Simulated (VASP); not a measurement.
Input of a VASP 6.6.1 run:

File INCAR:

```
SYSTEM = GaSe
PREC = Accurate
ENCUT = 600
EDIFF = 1E-7
ISMEAR = 0
SIGMA = 0.03
LREAL = .False.
LASPH = .True.
NELM = 80
ALGO = Normal
ISIF = 3
LWAVE = .False.
LCHARG = .False.
GGA = PE
IVDW = 12
IBRION = 2
NSW = 90
EDIFFG = -0.005
KPAR = 2
```

File KPOINTS:

```
Automatic mesh
0
Gamma
  12 12 2
  0 0 0
```

Contents of POSCAR:

```
GaSe                                    
1.0
    3.7709758279      0.0000000000     -0.0000000000
   -1.8854879140      3.2657608641     -0.0000000000
   -0.0000000000     -0.0000000000     15.9712920008
  Ga              Se            
     4     4
Direct
     0.3333333332999970    0.6666666667000030    0.1734410706682785
     0.6666666667000030    0.3333333332999970    0.6734410706682784
     0.3333333332999970    0.6666666667000030    0.3265589293317215
     0.6666666667000030    0.3333333332999970    0.8265589293317216
     0.3333333332999970    0.6666666667000030    0.5995059473419597
     0.6666666667000030    0.3333333332999970    0.0995059473419597
     0.3333333332999970    0.6666666667000030    0.9004940526580403
     0.6666666667000030    0.3333333332999970    0.4004940526580402
```

Potentials or basis: VASP PAW PBE potentials, release 64 (Ga_d, Se).

Launch:

```sh
$ cat potpaw_PBE.64/Ga_d/POTCAR potpaw_PBE.64/Se/POTCAR > POTCAR
$ mpirun -np 2 vasp_std > vasp.out
```

Q: Estimate the relaxed volume.

A: 24.58 Å³/atom.

Q: Estimate the space group after relaxing (to 0.05 Å).

A: P6_3/mmc (No. 194).

Q: Estimate the relaxed cell.

A: a = 3.771 Å, b = 3.771 Å, c = 15.967 Å, α = 90.00°, β = 90.00°, γ = 120.00°.

Final structure:
```yaml
crystal:
  lattice:
    - [3.77097, 0.00000, 0.00000]
    - [-1.88549, 3.26576, 0.00000]
    - [0.00000, 0.00000, 15.96669]
  atoms:
    - { symbol: Ga, position: [0.33333, 0.66667, 0.17346] }
    - { symbol: Ga, position: [0.66667, 0.33333, 0.67346] }
    - { symbol: Ga, position: [0.33333, 0.66667, 0.32654] }
    - { symbol: Ga, position: [0.66667, 0.33333, 0.82654] }
    - { symbol: Se, position: [0.33333, 0.66667, 0.59951] }
    - { symbol: Se, position: [0.66667, 0.33333, 0.09951] }
    - { symbol: Se, position: [0.33333, 0.66667, 0.90049] }
    - { symbol: Se, position: [0.66667, 0.33333, 0.40049] }
```
